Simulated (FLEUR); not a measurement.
# SnO2 (Cassiterite): equation of state with PBEsol

Crystal: SnO2 (Cassiterite).

```xyz
6
Lattice="4.7380 0.0000 0.0000 0.0000 4.7380 0.0000 0.0000 0.0000 3.1865" Properties=species:S:1:pos:R:3 pbc="T T T"
Sn    2.3690    2.3690    1.5933
Sn    0.0000    0.0000    0.0000
O     3.8240    0.9140    1.5933
O     3.2830    3.2830    0.0000
O     0.9140    3.8240    1.5933
O     1.4550    1.4550    0.0000
```

```json
{"Program": "FLEUR MaX-R8.1 (later development tree)", "Task": "equation of state", "Functional": "PBEsol", "Potentials or basis": "all-electron", "Basis": "FLAPW", "Kmax": "4.93 1/bohr", "k mesh": "6 × 6 × 8", "Occupations": "fermi-dirac, width 0.05 eV", "Spin": "no spin polarisation"}
```

```yaml
Equilibrium_volume: 12.19 Å³/atom
Bulk_modulus_at_fixed_shape_and_positions: 199 GPa
Pressure_derivative_of_the_bulk_modulus: 4.7
```

Energy against volume, from the lowest point:
| volume (Å³/atom) | energy (meV/atom) |
| --- | --- |
| 11.207 | 57.58 |
| 11.445 | 31.68 |
| 11.684 | 14.06 |
| 11.922 | 3.60 |
| 12.161 | 0.00 |
| 12.399 | 1.99 |
| 12.637 | 9.43 |

Caveat: the cell was scaled at fixed shape and fractional positions, which overstates the stiffness of a crystal with free parameters, most of all of layers and chains.
